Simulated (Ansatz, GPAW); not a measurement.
# butadiene-1,4-dithiol between two Pd chains: relaxation, then transmission at several levels, part 3 of 4

Aim: the conductance of butadiene-1,4-dithiol between two Pd chains after relaxation, and whether geometry, basis or functional moves it most.

GPAW 26.7.0 and Ansatz 0.2.0; Ansatz plane waves; relaxation of the junction with the lead ends held (the session's first sound run).

So far, transmission at the Fermi level (one spin): step 3 (plane-wave reference (PBE)) 0.0168.

## Step 4: Double-zeta polarised basis

The script solves lead and junction separately, takes H and S in the orbital basis, and joins semi-infinite leads through their self-energies; the dzp basis is the working standard.

This step: GPAW LCAO, PAW setups; Landauer transmission from Green's functions with principal layers (ASE), zero bias (GPAW 26.7.0).

File run.py:

```python
import json
import numpy as np
from ase import Atoms
from ase.transport.calculators import TransportCalculator
from gpaw import GPAW, FermiDirac
from gpaw.lcao.tools import get_lcao_hamiltonian
from scipy.linalg import eigh

# The junction with lead layers at both ends, along the third cell vector
device = Atoms(
    ['Pd', 'Pd', 'Pd', 'Pd', 'Pd', 'Pd', 'Pd', 'Pd', 'S', 'H', 'C', 'C', 'H', 'H', 'C', 'C', 'H', 'S', 'Pd', 'Pd', 'Pd', 'Pd', 'Pd', 'Pd', 'Pd', 'Pd'],
    positions=[
        [5.52287, 4.50000, 1.25000],
        [5.52287, 4.50000, 3.75000],
        [5.52287, 4.50000, 6.25000],
        [5.52287, 4.50000, 8.75000],
        [5.52287, 4.50000, 11.25000],
        [5.52287, 4.50000, 13.75000],
        [4.69729, 4.51368, 16.10747],
        [5.77257, 4.49295, 18.47589],
        [4.09354, 4.47627, 19.88556],
        [6.50426, 4.50124, 21.81504],
        [4.37183, 4.47946, 21.55545],
        [5.53852, 4.49122, 22.32962],
        [3.42079, 4.46952, 22.10278],
        [7.63848, 4.51328, 23.95922],
        [5.52086, 4.49124, 23.73238],
        [6.68747, 4.50358, 24.50665],
        [4.55509, 4.48142, 24.24690],
        [6.96566, 4.50677, 26.17659],
        [5.28745, 4.49039, 27.58723],
        [6.35468, 4.53335, 29.95922],
        [5.52287, 4.50000, 32.31458],
        [5.52287, 4.50000, 34.81458],
        [5.52287, 4.50000, 37.31458],
        [5.52287, 4.50000, 39.81458],
        [5.52287, 4.50000, 42.31458],
        [5.52287, 4.50000, 44.81458]],
    cell=[[11.04574, 0.0, 0.0], [0.0, 9.0, 0.0], [0.0, 0.0, 46.06458]],
    pbc=True)

# One principal layer of the lead: the first 5 atoms of the device
lead = Atoms(
    ['Pd', 'Pd', 'Pd', 'Pd', 'Pd'],
    positions=[
        [5.52287, 4.50000, 1.25000],
        [5.52287, 4.50000, 3.75000],
        [5.52287, 4.50000, 6.25000],
        [5.52287, 4.50000, 8.75000],
        [5.52287, 4.50000, 11.25000]],
    cell=[[11.04574, 0.0, 0.0], [0.0, 9.0, 0.0], [0.0, 0.0, 12.5]],
    pbc=True)

settings = dict(mode='lcao', basis='dzp', xc='PBE', h=0.2,
                occupations=FermiDirac(0.1), maxiter=250,
                mixer=dict(beta=0.1, nmaxold=8, weight=100.0),
                convergence=dict(density=0.0001))
energies = np.arange(-2, 2 + 1e-9, 0.025)
eta = 0.0001
n1, n2 = 1, 1
# k and -k transmit alike, so half of the mesh across the current serves
mesh = [(i, j) for i in range(n1) for j in range(n2) if (i, j) <= (-i % n1, -j % n2)]
weights = np.array([1 if (i, j) == (-i % n1, -j % n2) else 2 for i, j in mesh]) / (n1 * n2)

# [... helper functions left out ...]
fermi_lead = ground_state(lead, (1, 1, 9), 'lead.txt')
fermi_device = ground_state(device, (1, 1, 2), 'device.txt')
# [... loop over the mesh left out, but for ...]
        # Shift the lead onto the potential of the device's first layer
        shift = ((H[:, 0, 0] - H0[:, 0, 0]) / S0[0, 0]).real.mean()
# [...]
kT = 8.617333e-5 * 300
bias = [0.1, 0.2, 0.5, 1.0, 1.5, 2.0]
# [... integrals and printing left out ...]
```

Command:

```console
> OMP_NUM_THREADS=1 OPENBLAS_NUM_THREADS=1 python run.py
```

Numbers of over 12 decimals in the logs are rounded to 6 here.

Output:

```text
basis functions: device 530, principal layer 135
Fermi level: lead -4.2117 eV, device -3.9836 eV; lead shifted by -0.0022 eV
largest coupling past the next layer 1.07e-04 eV, largest misfit of the first layer 0.040 eV
  E-E_F (eV)   T (one spin)  channels
    -2.000    2.1201e-02    3.0000
    -1.975    2.2464e-02    3.0000
    -1.950    2.3951e-02    3.0000
    -1.925    2.5795e-02    3.0000
    -1.900    2.8400e-02    3.0000
    -1.875    3.3006e-02    3.0000
    -1.850    4.7942e-02    3.0000
    -1.825    2.3244e-01    3.0000
    -1.800    2.8285e-01    3.0000
    -1.775    9.9218e-02    3.0000
    -1.750    7.9863e-02    3.0000
    -1.725    7.8070e-02    3.0000
    -1.700    8.1435e-02    3.0000
    -1.675    8.6969e-02    3.0000
    -1.650    9.3256e-02    3.0000
    -1.625    9.9131e-02    3.0000
[...]
1.825    1.0257e-04    1.0000
     1.850    9.5707e-05    1.0000
     1.875    8.8384e-05    1.0000
     1.900    8.0569e-05    1.0000
     1.925    7.2248e-05    1.0000
     1.950    6.3424e-05    1.0000
     1.975    5.4132e-05    1.0000
     2.000    4.4458e-05    1.0000
conductance at 300 K: 0.016657 G0 a cell; thermopower -39.68 uV/K
current from the zero-bias T(E) at 0.1 V: 0.12991 uA
current from the zero-bias T(E) at 0.2 V: 0.25041 uA
current from the zero-bias T(E) at 0.5 V: 0.4112 uA
current from the zero-bias T(E) at 1.0 V: 2.6315 uA
current from the zero-bias T(E) at 1.5 V: 3.3629 uA
current from the zero-bias T(E) at 2.0 V: 3.5716 uA
```

The job ended after 12 min (1 thread of Arm Neoverse V1, shared host; peak memory 2.1 GiB).

Numbers from this step:

- conductance: 0.01666 G₀
- largest coupling past the next principal layer: 1.07e-4 eV
- largest misfit of the first principal layer: 0.04026 eV
- shift that aligns the lead: -0.002192 eV
- basis functions of the junction: 530
- basis functions of a principal layer: 135
- transmission at the Fermi level (one spin): 0.01559

One spin. Table of transmission, zone mean by energy, zero at the Fermi level:

energy (eV), log10 transmission, zone mean and a bar from the least value:
```
   -2.000       -1.7 ####################
   -1.900       -1.5 #####################
   -1.800       -0.5 #############################
   -1.700       -1.1 #########################
   -1.600       -1.0 ##########################
   -1.500       -1.1 #########################
   -1.400       -1.4 ######################
   -1.300       -1.8 ###################
   -1.200       -2.1 #################
   -1.100       -1.9 ##################
   -1.025       -1.1 #########################
   -1.000       -1.8 ####################
   -0.900       -2.2 ################
   -0.800       -2.1 #################
   -0.700       -1.8 ###################
   -0.600       -1.5 ######################
   -0.500       -1.1 #########################
   -0.425       -0.4 ##############################
   -0.400       -0.6 #############################
   -0.300       -1.8 ###################
   -0.200       -2.1 #################
   -0.100       -2.0 ##################
    0.000       -1.8 ###################
    0.100       -1.4 ######################
    0.200       -3.5 ######
    0.300       -3.5 ######
    0.400       -3.5 ######
    0.500       -3.5 ######
    0.600       -3.5 ######
    0.700       -3.6 ######
    0.800       -3.6 ######
    0.900       -3.6 ######
    1.000       -3.6 ######
    1.100       -3.7 #####
    1.200       -3.7 #####
    1.300       -3.7 #####
    1.400       -3.7 #####
    1.500       -3.8 ####
    1.600       -3.8 ####
    1.700       -3.9 ####
    1.800       -4.0 ###
    1.900       -4.1 ##
    2.000       -4.4
```

Crossings of the lead's bands, unfolded to its shortest repeat. The open channels, zone mean by energy, zero at the Fermi level:

| energy (eV) | open channels, zone mean |
| --- | --- |
| -2.000 | 3 |
| -1.900 | 3 |
| -1.800 | 3 |
| -1.700 | 3 |
| -1.600 | 3 |
| -1.500 | 3 |
| -1.400 | 3 |
| -1.300 | 3 |
| -1.200 | 3 |
| -1.100 | 3 |
| -1.000 | 5 |
| -0.900 | 5 |
| -0.800 | 5 |
| -0.700 | 5 |
| -0.600 | 5 |
| -0.500 | 5 |
| -0.400 | 4 |
| -0.300 | 4 |
| -0.200 | 4 |
| -0.100 | 4 |
| 0.000 | 4 |
| 0.100 | 4 |
| 0.200 | 1 |
| 0.300 | 1 |
| 0.400 | 1 |
| 0.500 | 1 |
| 0.600 | 1 |
| 0.700 | 1 |
| 0.800 | 1 |
| 0.900 | 1 |
| 1.000 | 1 |
| 1.100 | 1 |
| 1.200 | 1 |
| 1.300 | 1 |
| 1.400 | 1 |
| 1.500 | 1 |
| 1.600 | 1 |
| 1.700 | 1 |
| 1.800 | 1 |
| 1.900 | 1 |
| 2.000 | 1 |

Not self-consistent under bias; the bias window is split evenly. Current through one cell, from the zero-bias transmission against bias:

| bias (V) | current through one cell, from the zero-bias transmission (μA) |
| --- | --- |
| 0.100 | 0.130 |
| 0.200 | 0.250 |
| 0.500 | 0.411 |
| 1.000 | 2.63 |
| 1.500 | 3.36 |
| 2.000 | 3.57 |

Table of transmission of the three most open eigenchannels by energy, zero at the Fermi level:

| energy (eV) | channel 1 | channel 2 | channel 3 |
| --- | --- | --- | --- |
| -2.000 | 0.0212 | 2.6e-5 | 8.9e-7 |
| -1.900 | 0.0274 | 0.00104 | 1.1e-6 |
| -1.800 | 0.245 | 0.0376 | 1.3e-6 |
| -1.700 | 0.0565 | 0.0250 | 1.6e-6 |
| -1.600 | 0.0757 | 0.0277 | 2.1e-6 |
| -1.500 | 0.0630 | 0.0243 | 2.6e-6 |
| -1.400 | 0.0257 | 0.0148 | 3.4e-6 |
| -1.300 | 0.00893 | 0.00659 | 4.6e-6 |
| -1.200 | 0.00697 | 0.00133 | 6.3e-6 |
| -1.100 | 0.0111 | 1.7e-4 | 7.0e-6 |
| -1.000 | 0.0176 | 9.2e-5 | 3.4e-5 |
| -0.900 | 0.00506 | 5.4e-4 | 7.1e-5 |
| -0.800 | 0.00735 | 7.2e-4 | 9.2e-5 |
| -0.700 | 0.0131 | 0.00152 | 1.9e-5 |
| -0.600 | 0.0262 | 0.00623 | 6.7e-6 |
| -0.500 | 0.0593 | 0.0230 | 2.7e-6 |
| -0.400 | 0.266 | 2.8e-4 | 1.7e-4 |
| -0.300 | 0.0137 | 2.8e-4 | 2.2e-4 |
| -0.200 | 0.00700 | 4.0e-4 | 2.7e-4 |
| -0.100 | 0.00851 | 3.1e-4 | 2.8e-4 |
| 0.000 | 0.0152 | 2.5e-4 | 1.3e-4 |
| 0.100 | 0.0398 | 2.1e-4 | 2.3e-5 |
| 0.200 | 3.1e-4 | 7.1e-11 | 2.8e-12 |
| 0.300 | 3.1e-4 | 7.0e-11 | 0 |
| 0.400 | 3.1e-4 | 7.1e-11 | 0 |
| 0.500 | 3.0e-4 | 7.3e-11 | 0 |
| 0.600 | 2.9e-4 | 7.5e-11 | 0 |
| 0.700 | 2.8e-4 | 7.8e-11 | 0 |
| 0.800 | 2.7e-4 | 8.1e-11 | 0 |
| 0.900 | 2.5e-4 | 8.5e-11 | 0 |
| 1.000 | 2.4e-4 | 9.0e-11 | 0 |
| 1.100 | 2.2e-4 | 9.5e-11 | 0 |
| 1.200 | 2.1e-4 | 1.0e-10 | 0 |
| 1.300 | 1.9e-4 | 1.1e-10 | 0 |
| 1.400 | 1.8e-4 | 1.2e-10 | 0 |
| 1.500 | 1.6e-4 | 1.4e-10 | 0 |
| 1.600 | 1.5e-4 | 1.6e-10 | 0 |
| 1.700 | 1.3e-4 | 2.0e-10 | 0 |
| 1.800 | 1.1e-4 | 2.7e-10 | 0 |
| 1.900 | 8.1e-5 | 4.4e-10 | 0 |
| 2.000 | 4.4e-5 | 1.0e-9 | 0 |

At the Fermi level T is 0.0156 against 0.0168 in plane waves. Couplings past the next layer reach 1.1e-4 eV, small enough to drop; the matrix elements of the cell's first layer differ from the bulk lead's by up to 0.040 eV. That layer keeps its own values in the calculation, and only beyond it is the lead taken as perfect. The Fermi levels of lead and junction count from different zeros of potential, one for each periodic cell; with both set to zero, the small remaining shift is what aligns them. By hand: G = 0.01666 × 77.48 μS = 1.29 μS, a resistance of 775 kΩ; at 0.1 V a linear junction would pass 0.129 μA, and the integral over the bias window gives 0.130 μA.

## Step 5: GPAW, szp: basis = "szp(dzp)"

One radial function a shell plus polarisation makes the matrices smaller; the question is what that costs.

run.py, as its differences from that of step 4:

```diff
@@ -53,3 +53,3 @@
 
-settings = dict(mode='lcao', basis='dzp', xc='PBE', h=0.2,
+settings = dict(mode='lcao', basis='szp(dzp)', xc='PBE', h=0.2,
                 occupations=FermiDirac(0.1), maxiter=250,
```

Output:

```text
basis functions: device 310, principal layer 75
Fermi level: lead -4.3734 eV, device -4.3013 eV; lead shifted by -0.0004 eV
largest coupling past the next layer 1.09e-04 eV, largest misfit of the first layer 0.034 eV
  E-E_F (eV)   T (one spin)  [channel counts left out]
    -2.000    2.1162e-02
    -1.975    2.2214e-02
    -1.950    2.4162e-02
[...]
1.975    2.9033e-04
     2.000    2.9214e-04
conductance at 300 K: 0.0084924 G0 a cell; thermopower 55.46 uV/K
current from the zero-bias T(E) at 0.1 V: 0.06072 uA
current from the zero-bias T(E) at 0.2 V: 0.1046 uA
current from the zero-bias T(E) at 0.5 V: 0.18928 uA
current from the zero-bias T(E) at 1.0 V: 1.4303 uA
current from the zero-bias T(E) at 1.5 V: 3.0728 uA
current from the zero-bias T(E) at 2.0 V: 3.2366 uA
```

Elapsed: 7.9 min, on 1 thread; peak memory 2 GiB.

This step gave:

```
conductance                                    : 0.008492 G₀
largest coupling past the next principal layer : 1.09e-4 eV
largest misfit of the first principal layer    : 0.03351 eV
shift that aligns the lead                     : -3.58e-4 eV
basis functions of the junction                : 310
basis functions of a principal layer           : 75
transmission at the Fermi level (one spin)     : 0.01219
```

The conductance, 0.00849 G₀, lies 49 % below that of the dzp run.

## Step 6: Minimal basis

One function for each valence shell of the setup, as for a first survey of a large system.

run.py, as its differences from that of step 5:

```diff
@@ -53,3 +53,3 @@
 
-settings = dict(mode='lcao', basis='szp(dzp)', xc='PBE', h=0.2,
+settings = dict(mode='lcao', basis='sz(dzp)', xc='PBE', h=0.2,
                 occupations=FermiDirac(0.1), maxiter=250,
```

Output:

```text
basis functions: device 220, principal layer 60
Fermi level: lead -4.3921 eV, device -4.3604 eV; lead shifted by 0.0002 eV
largest coupling past the next layer 1.08e-04 eV, largest misfit of the first layer 0.021 eV
  E-E_F (eV)   T (one spin)  [channel counts left out]
    -2.000    1.3902e-02
    -1.975    1.4532e-02
    -1.950    1.5766e-02
[...]
1.975    1.7311e-04
     2.000    1.7182e-04
conductance at 300 K: 0.014278 G0 a cell; thermopower 10.57 uV/K
current from the zero-bias T(E) at 0.1 V: 0.10147 uA
current from the zero-bias T(E) at 0.2 V: 0.16611 uA
current from the zero-bias T(E) at 0.5 V: 0.26002 uA
current from the zero-bias T(E) at 1.0 V: 1.7229 uA
current from the zero-bias T(E) at 1.5 V: 2.7015 uA
current from the zero-bias T(E) at 2.0 V: 3.3531 uA
```

It took 7.1 min on 1 thread; peak memory 1.9 GiB.

This step gave:

```yaml
conductance: 0.01428 G₀
largest_coupling_past_the_next_principal_layer: 1.08e-4 eV
largest_misfit_of_the_first_principal_layer: 0.02140 eV
shift_that_aligns_the_lead: 2.01e-4 eV
basis_functions_of_the_junction: 220
basis_functions_of_a_principal_layer: 60
transmission_at_the_fermi_level_one_spin: 0.01777
```

One spin. Table of transmission, zone mean by energy, zero at the Fermi level:

energy (eV), log10 transmission, zone mean and a bar from the least value:
```
   -2.000       -1.9 #################
   -1.900       -1.5 ####################
   -1.875       -0.5 #############################
   -1.800       -1.3 ######################
   -1.700       -1.2 #######################
   -1.600       -1.0 ########################
   -1.500       -0.9 #########################
   -1.400       -1.1 ########################
   -1.300       -1.4 #####################
   -1.200       -1.6 ###################
   -1.100       -1.5 ####################
   -1.025       -0.4 ##############################
   -1.000       -1.1 ########################
   -0.900       -1.9 #################
   -0.800       -2.0 ################
   -0.700       -1.7 ##################
   -0.600       -1.8 ##################
   -0.500       -0.6 ############################
   -0.450       -0.5 #############################
   -0.400       -1.5 ####################
   -0.300       -2.1 ##############
   -0.200       -2.2 ##############
   -0.100       -2.0 ###############
    0.000       -1.8 ##################
    0.100       -3.7 #
    0.200       -3.7 
    0.300       -3.8 
    0.400       -3.8 
    0.500       -3.8 
    0.600       -3.8 
    0.700       -3.8 
    0.800       -3.8 
    0.900       -3.8 
    1.000       -3.7 #
    1.100       -3.7 #
    1.200       -3.7 #
    1.300       -3.7 #
    1.400       -3.7 #
    1.500       -3.7 #
    1.600       -3.7 #
    1.700       -3.7 #
    1.800       -3.7 
    1.900       -3.8 
    2.000       -3.8
```

The conductance, 0.0143 G₀, lies 14 % below that of the dzp run.

## Step 7: revPBE in the dzp basis: xc = "revPBE"

Back in the dzp basis, the functional changes from PBE to revPBE, to set the spread between functionals beside that between bases.

run.py, as its differences from that of step 6:

```diff
@@ -53,3 +53,3 @@
 
-settings = dict(mode='lcao', basis='sz(dzp)', xc='PBE', h=0.2,
+settings = dict(mode='lcao', basis='dzp', xc='revPBE', h=0.2,
                 occupations=FermiDirac(0.1), maxiter=250,
```

Output:

```text
basis functions: device 530, principal layer 135
Fermi level: lead -4.0634 eV, device -3.8488 eV; lead shifted by -0.0027 eV
largest coupling past the next layer 1.03e-04 eV, largest misfit of the first layer 0.039 eV
  E-E_F (eV)   T (one spin)  [channel counts left out]
    -2.000    2.2263e-02
    -1.975    2.3549e-02
    -1.950    2.5070e-02
[...]
1.975    3.4389e-05
     2.000    2.6346e-05
conductance at 300 K: 0.016942 G0 a cell; thermopower -37.16 uV/K
current from the zero-bias T(E) at 0.1 V: 0.13129 uA
current from the zero-bias T(E) at 0.2 V: 0.24922 uA
current from the zero-bias T(E) at 0.5 V: 0.39974 uA
current from the zero-bias T(E) at 1.0 V: 2.6806 uA
current from the zero-bias T(E) at 1.5 V: 3.533 uA
current from the zero-bias T(E) at 2.0 V: 3.8011 uA
```

The job ended after 12 min (1 thread; peak memory 2.1 GiB).

Numbers from this step:

- conductance: 0.01694 G₀
- largest coupling past the next principal layer: 1.03e-4 eV
- largest misfit of the first principal layer: 0.03902 eV
- shift that aligns the lead: -0.002736 eV
- basis functions of the junction: 530
- basis functions of a principal layer: 135
- transmission at the Fermi level (one spin): 0.01609

The conductance, 0.0169 G₀, lies 1.7 % above that of the dzp run.

## Step 8: Without the relaxation: geometry = "as built"

The dzp basis with PBE on the structure as first built shows what the relaxation was worth.

run.py, as its differences from that of step 7:

```diff
@@ -18,16 +18,16 @@
         [5.52287, 4.50000, 13.75000],
-        [4.69729, 4.51368, 16.10747],
-        [5.77257, 4.49295, 18.47589],
-        [4.09354, 4.47627, 19.88556],
-        [6.50426, 4.50124, 21.81504],
-        [4.37183, 4.47946, 21.55545],
-        [5.53852, 4.49122, 22.32962],
-        [3.42079, 4.46952, 22.10278],
-        [7.63848, 4.51328, 23.95922],
-        [5.52086, 4.49124, 23.73238],
-        [6.68747, 4.50358, 24.50665],
-        [4.55509, 4.48142, 24.24690],
-        [6.96566, 4.50677, 26.17659],
-        [5.28745, 4.49039, 27.58723],
-        [6.35468, 4.53335, 29.95922],
+        [5.52287, 4.50000, 16.25000],
+        [5.52287, 4.50000, 18.75000],
+        [3.65408, 4.49999, 20.22377],
+        [6.16838, 4.50000, 21.61665],
+        [4.07663, 4.49999, 21.90100],
+        [5.34661, 4.50000, 22.32985],
+        [3.25000, 4.49999, 22.60598],
+        [7.79574, 4.49999, 23.45861],
+        [5.69913, 4.50000, 23.73474],
+        [6.96911, 4.49999, 24.16358],
+        [4.87737, 4.50000, 24.44793],
+        [7.39167, 4.49999, 25.84081],
+        [5.52287, 4.50000, 27.31458],
+        [5.52287, 4.50000, 29.81458],
         [5.52287, 4.50000, 32.31458],
@@ -53,3 +53,3 @@
 
-settings = dict(mode='lcao', basis='dzp', xc='revPBE', h=0.2,
+settings = dict(mode='lcao', basis='dzp', xc='PBE', h=0.2,
                 occupations=FermiDirac(0.1), maxiter=250,
```

Output:

```text
basis functions: device 530, principal layer 135
Fermi level: lead -4.2117 eV, device -4.0461 eV; lead shifted by -0.0016 eV
largest coupling past the next layer 1.07e-04 eV, largest misfit of the first layer 0.026 eV
  E-E_F (eV)   T (one spin)  channels
    -2.000    6.4809e-01    3.0000
    -1.975    5.9098e-01    3.0000
    -1.950    5.4140e-01    3.0000
[...]
1.975    6.9816e-04    1.0000
     2.000    7.6393e-04    1.0000
conductance at 300 K: 0.40136 G0 a cell; thermopower -1.6 uV/K
current from the zero-bias T(E) at 0.1 V: 3.0322 uA
current from the zero-bias T(E) at 0.2 V: 5.5417 uA
current from the zero-bias T(E) at 0.5 V: 8.8136 uA
current from the zero-bias T(E) at 1.0 V: 10.766 uA
current from the zero-bias T(E) at 1.5 V: 18.805 uA
current from the zero-bias T(E) at 2.0 V: 34.266 uA
```

Wall time 8.4 min (1 thread); peak memory 2.1 GiB.

This step gave:

```yaml
conductance: 0.4014 G₀
largest_coupling_past_the_next_principal_layer: 1.07e-4 eV
largest_misfit_of_the_first_principal_layer: 0.02554 eV
shift_that_aligns_the_lead: -0.001559 eV
transmission_at_the_fermi_level_one_spin: 0.4228
```

One spin. The transmission, zone mean by energy, zero at the Fermi level:

| energy (eV) | transmission, zone mean |
| --- | --- |
| -2.000 | 0.648 |
| -1.900 | 0.464 |
| -1.800 | 0.377 |
| -1.700 | 0.353 |
| -1.600 | 0.379 |
| -1.500 | 0.479 |
| -1.400 | 0.749 |
| -1.325 | 1.02 |
| -1.300 | 0.968 |
| -1.200 | 0.255 |
| -1.100 | 0.0440 |
| -1.000 | 0.204 |
| -0.900 | 0.979 |
| -0.825 | 0.995 |
| -0.800 | 0.985 |
| -0.700 | 0.655 |
| -0.600 | 0.257 |
| -0.500 | 0.144 |
| -0.400 | 0.0674 |
| -0.300 | 0.110 |
| -0.200 | 0.193 |
| -0.100 | 0.315 |
| 0.000 | 0.423 |
| 0.050 | 0.442 |
| 0.100 | 0.326 |
| 0.200 | 4.0e-4 |
| 0.300 | 5.7e-5 |
| 0.400 | 5.9e-6 |
| 0.500 | 0 |
| 0.600 | 1.0e-6 |
| 0.700 | 1.9e-6 |
| 0.800 | 1.5e-6 |
| 0.900 | 2.9e-7 |
| 1.000 | 0 |
| 1.100 | 1.9e-6 |
| 1.200 | 8.7e-6 |
| 1.300 | 2.3e-5 |
| 1.400 | 4.8e-5 |
| 1.500 | 8.8e-5 |
| 1.600 | 1.5e-4 |
| 1.700 | 2.4e-4 |
| 1.800 | 3.6e-4 |
| 1.900 | 5.3e-4 |
| 2.000 | 7.6e-4 |

The conductance, 0.401 G₀, lies a factor of 24 above that of the dzp run.

## Step 9: Cost and result by level

Times are wall times on the hardware named with each run. The runs compared:

| no. | run | conductance (G₀) | time | memory (GiB) |
| --- | --- | --- | --- | --- |
| 1 | pw PBE | 0.01891 | 5.2 min | 7.0 |
| 2 | dzp | 0.01666 | 12 min | 2.1 |
| 3 | szp | 0.008492 | 7.9 min | 2.0 |
| 4 | sz | 0.01428 | 7.1 min | 1.9 |
| 5 | dzp revPBE | 0.01694 | 12 min | 2.1 |
| 6 | asbuilt | 0.4014 | 8.4 min | 2.1 |

(Part 3 of 4 ends here.)

[Logs are printed without paths, hosts, clocks, repeated set-up lines and the standing remarks that a program may print on its own settings, such as how far it seeks lower states.]

[Hosts, paths, dates, database ids (printed as entryN), source tags and the programs' standing remarks are cut or masked in the printed files.]
